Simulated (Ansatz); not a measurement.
**Ge: band gap under strain**

Aim: follow the gap of diamond Ge through these states: +1.7 % biaxial strain in the (111) plane, free along [111]; -3.7 % equal strain in all directions; +0.4 % shear in the xy plane. The table at the end shows which levels were run.

Program: Ansatz 0.2.0. PAW datasets, plane waves. Computed at 0 K without zero-point motion; spin polarisation is off.

## (1) The structure to begin with

The unstrained cell was relaxed with r2SCAN; in each strained cell the atoms were relaxed again with r2SCAN. Names of k-points are those of the unstrained zone, where strain can split equivalent points. First state: +1.7 % biaxial strain in the (111) plane, free along [111].

The symmetry is R-3m (No. 166, trigonal); conventional cell a = 4.078 Å, c = 9.776 Å, 23.47 Å³ an atom. Near Ge stand 4 Ge at 2.46–2.49 Å.

The structure in full:

```xyz
2
Lattice="-0.0410 2.8427 2.8427 2.8427 -0.0410 2.8427 2.8427 2.8427 -0.0410" Properties=species:S:1:pos:R:3 pbc="T T T"
Ge   -0.0050   -0.0050   -0.0050
Ge    1.4161    1.4161    1.4161
```

## (2) +1.7 % biaxial strain in the (111) plane, free along [111]: PBE

Input file input.yaml:

```yaml
crystal:
  lattice:
    - [-0.0410056236, 2.8426763014, 2.8426763014]
    - [2.8426763014, -0.0410056236, 2.8426763014]
    - [2.8426763014, 2.8426763014, -0.0410056236]
  atoms:
    - { symbol: Ge, position: [-0.0008859821, -0.0008859821, -0.0008859821] }
    - { symbol: Ge, position: [0.2508859821, 0.2508859821, 0.2508859821] }
kpoints:
  mp_grid: { grid: [8, 8, 8] }
  band_path:
    path:
      - [0.0, 0.0, 0.0]
      - [0.5, 0.0, 0.5]
      - [0.625, 0.25, 0.625]
      - [0.375, 0.375, 0.75]
      - [0.5, 0.5, 0.5]
      - [0.5, 0.25, 0.75]
    npoints: 1
hamiltonian:
  xc: pbe
scf:
  occupations: { method: fermi_dirac, width: 0.02 }
  n_extra_bands: 4
output:
  forces: true
  stress: true
  eigenvalues: true
```

Further steps of the session: +1.7 % biaxial strain in the (111) plane, free along [111]: r2SCAN; +1.7 % biaxial strain in the (111) plane, free along [111]: HSE06; -3.7 % equal strain in all directions: PBE; -3.7 % equal strain in all directions: r2SCAN; -3.7 % equal strain in all directions: HSE06; +0.4 % shear in the xy plane: PBE; +0.4 % shear in the xy plane: r2SCAN; +0.4 % shear in the xy plane: HSE06.

Q: Predict the outcome of this session.

The runs gave:

Least gap in eV (negative: overlap):

```
                                                     state    PBE  r2SCAN  HSE06
+1.7 % biaxial strain in the (111) plane, free along [111]  -0.08    0.03   0.34
                     -3.7 % equal strain in all directions   0.42    0.65   1.03
                              +0.4 % shear in the xy plane   0.01    0.35   0.74
```

In words: In PBE the gap is least under +1.7 % biaxial strain in the (111) plane, free along [111] (-0.08 eV) and largest under -3.7 % equal strain in all directions (0.42 eV). Under +1.7 % biaxial strain in the (111) plane, free along [111] and under +0.4 % shear in the xy plane PBE gives no gap, or under 0.02 eV, while HSE06 has one.
